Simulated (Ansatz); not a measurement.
GaAs (started from an entry of an open crystallographic database) (r2SCAN geometry), in Ansatz:

```cif
data_structure
_symmetry_space_group_name_H-M 'F-43m'
_symmetry_Int_Tables_number 216
_cell_length_a 5.6662
_cell_length_b 5.6662
_cell_length_c 5.6662
_cell_angle_alpha 90.000
_cell_angle_beta 90.000
_cell_angle_gamma 90.000
_cell_volume 181.91
loop_
_atom_site_label
_atom_site_type_symbol
_atom_site_symmetry_multiplicity
_atom_site_Wyckoff_symbol
_atom_site_fract_x
_atom_site_fract_y
_atom_site_fract_z
_atom_site_occupancy
Ga1 Ga 4 a 0.00000 0.00000 0.00000 1
As1 As 4 d 0.25000 0.25000 0.75000 1
```

G0W0@PBE with 249 empty bands, a screening cutoff of 180 eV and a 6×6×6 mesh (PAW, contour deformation) gives 1.149 eV over the mesh points, from a PBE gap of 0.464 eV; it sums over 263 bands with 259 plane waves in the screening and a wave cutoff of 420 eV. The G0W0 figures hold for the stated bands, cutoff and mesh and aren't extrapolated. No spin polarisation and no zero-point or thermal motion.

Task: Estimate the gap with empty bands 103, screening cutoff 100 eV.

Result: 1.249 eV (+0.100 eV), from a Kohn-Sham gap of 0.464 eV.

Task: Estimate the gap with starting point PBE0.

Result: 1.803 eV (+0.654 eV), from a Kohn-Sham gap of 1.953 eV.

Task: Estimate the gap with frequency model Godby-Needs pole.

Result: 1.270 eV (+0.121 eV), from a Kohn-Sham gap of 0.464 eV.

The runs are scalar-relativistic, without spin-orbit coupling.

The program warns that the k mesh is coarse for exact exchange in some of these runs, so their gaps aren't converged.

With a shallow d shell on the cation, G0W0 converges slowly in bands and cutoff, so these values are in doubt.
